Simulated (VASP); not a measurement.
Data:

```xyz
2
Lattice="0.0000 3.0500 3.0500 3.0500 0.0000 3.0500 3.0500 3.0500 0.0000" Properties=species:S:1:pos:R:3 pbc="T T T"
Zn     0.0000     0.0000     0.0000
Te     4.5750     4.5750     4.5750
```

These are PBE GGA, VASP's PBE PAW potentials (set 64) (plane waves; VASP) values and carry that method's errors. Numerical set-up: 480 eV cut-off, 7×7×7 Γ-centred mesh, Gaussian smearing of 0.050 eV, potentials Zn Te.

Energy and stress use the plane-wave basis of the starting cell.

Problem. The ions, cell shape and volume are relaxed. Predict the relaxed structure.

Solution. 
```xyz
2
Lattice="0.0000 3.0907 3.0907 3.0907 0.0000 3.0907 3.0907 3.0907 0.0000" Properties=species:S:1:pos:R:3 pbc="T T T"
Zn     0.0000     0.0000     0.0000
Te     4.6360     4.6360     4.6360
```
Space group F-43m (216), at a tolerance of 0.03 Å.

Problem. How do energy and volume change from the first to the last step?

Solution. The energy (σ→0) changes by -6.7 meV/atom and the volume by +4.1 %, in 3 ionic steps.

The compound is ZnTe in the zinc blende structure. This run relaxes it. Symmetry was kept, so distortions that lower it aren't found.
